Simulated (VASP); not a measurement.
Set up this calculation in VASP 6.6.1, as the native input.

```
Task                   : relaxation of cell and atoms
Functional             : PBEsol
Potentials or basis    : VASP PAW PBE potentials, release 64 (Ge_d)
Cutoff                 : 600 eV
k mesh                 : 6 × 6 × 4
Occupations            : gaussian, width 0.03 eV
Spin                   : no spin polarisation
Further INCAR settings : ALGO = Normal; EDIFF = 1e-07; IBRION = 2; EDIFFG = -0.005; NSW = 90; ISIF = 3
```

The structure of Ge lies in POSCAR:

```
Ge                                      
1.0
    5.9246002295     -0.0000000000      0.0000000000
    0.0000000000      5.9246002295     -0.0000000000
   -0.0000000000      0.0000000000      6.9708583429
  Ge            
    12
Direct
     0.0886350884853472    0.0886350884853472    0.0000000000000000
     0.4113649115146529    0.5886350884853472    0.7500000000000000
     0.9113649115146528    0.9113649115146528    0.5000000000000000
     0.5886350884853472    0.4113649115146529    0.2500000000000000
     0.1718020595181602    0.3698566202484511    0.2563818224781991
     0.1301433797515488    0.6718020595181601    0.0063818224781994
     0.8281979404818399    0.6301433797515490    0.7563818224781994
     0.8698566202484510    0.3281979404818400    0.5063818224781993
     0.6718020595181601    0.1301433797515488    0.9936181775218007
     0.6301433797515490    0.8281979404818399    0.2436181775218008
     0.3281979404818400    0.8698566202484510    0.4936181775218008
     0.3698566202484511    0.1718020595181602    0.7436181775218006
```

This isn't the form of Ge at room conditions, which is diamond.

The input as run:

INCAR

```
SYSTEM = Ge
ALGO = Normal ; EDIFF = 1E-7
EDIFFG = -0.005 ; ENCUT = 600
GGA = PS ; IBRION = 2
ISIF = 3 ; ISMEAR = 0
KPAR = 4 ; LASPH = .TRUE.
LCHARG = .FALSE. ; LREAL = .FALSE.
LWAVE = .FALSE. ; NELM = 80
NSW = 90 ; PREC = Accurate
SIGMA = 0.03
```

KPOINTS

```
k-points
0
G
  6 6 4
  0 0 0
```

Potentials or basis: VASP PAW PBE potentials, release 64 (Ge_d).

Run with:

```bash
$ cat potpaw_PBE.64/Ge_d/POTCAR > POTCAR
$ mpirun -np 4 vasp_std > vasp.out
```

Results of the run:

- Relaxed volume: 20.40 Å³/atom
- Relaxed cell: a = 5.926 Å, b = 5.926 Å, c = 6.972 Å, α = 90.00°, β = 90.00°, γ = 90.00°
- Space group after relaxing (to 0.05 Å): P4_32_12 (No. 96)
- Energy gained by relaxing: 0.0 meV/atom
- Ionic steps: 6
- Pressure after relaxing: 0.0 GPa
- Band gap on the k mesh: 0.46 eV, direct

Caveat: the PAW data sets were made with another functional, which shifts forces and pressure a little.

It took 13 min on 4 MPI ranks on Intel(R) Xeon(R) 6975P-C (Granite Rapids) (shared host), peak memory 0.75 GiB a rank.
